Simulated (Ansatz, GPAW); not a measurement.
# CoO: 3 runs at one level of theory

```
CELL_PARAMETERS angstrom
0.00000 2.13150 2.13150
2.13150 0.00000 2.13150
2.13150 2.13150 0.00000
ATOMIC_POSITIONS crystal
Co 0.00000 0.00000 0.00000
O 0.50000 0.50000 0.50000
```

Alike in all runs: task single point; functional PBE; k mesh 11 × 11 × 11; occupations gaussian, width 0.012 eV; collinear spin, ferromagnetic start; no spin-orbit coupling. The measured crystal is an antiferromagnetic insulator; the state found here is the runs' own. Pressure is positive in compression and, in plane waves, holds the error of the finite cutoff, which Ansatz's Pulay term estimates and takes out.

```tsv
program and potentials	plane-wave cutoff (eV)	notes	pressure (GPa)	net moment per atom (μB)
Ansatz, Ansatz PAW	420	11.5 valence electrons an atom on average; Pulay term of +0.74 GPa included	-1.53	1.50
GPAW, GPAW PAW data sets (gpaw-data 1.2.1)	800	7.5 valence electrons an atom on average	-1.02	1.50
Ansatz, all-electron LAPW, scalar-relativistic	-	-	-1.65	1.49
```

The pressure spans -1.65 (Ansatz, all-electron LAPW, scalar-relativistic) to -1.02 GPa (GPAW, GPAW PAW data sets (gpaw-data 1.2.1)), with all-electron results at -1.65. The net moment per atom spans 1.49 (Ansatz, all-electron LAPW, scalar-relativistic) to 1.50 μB (Ansatz, Ansatz PAW), with all-electron results at 1.49. The state is the one that the start led to, which needn't be the lowest.

The functional is the same throughout but for its coding, so the spread measures potentials, basis and numerics; runs on potential files found faulty are left out.
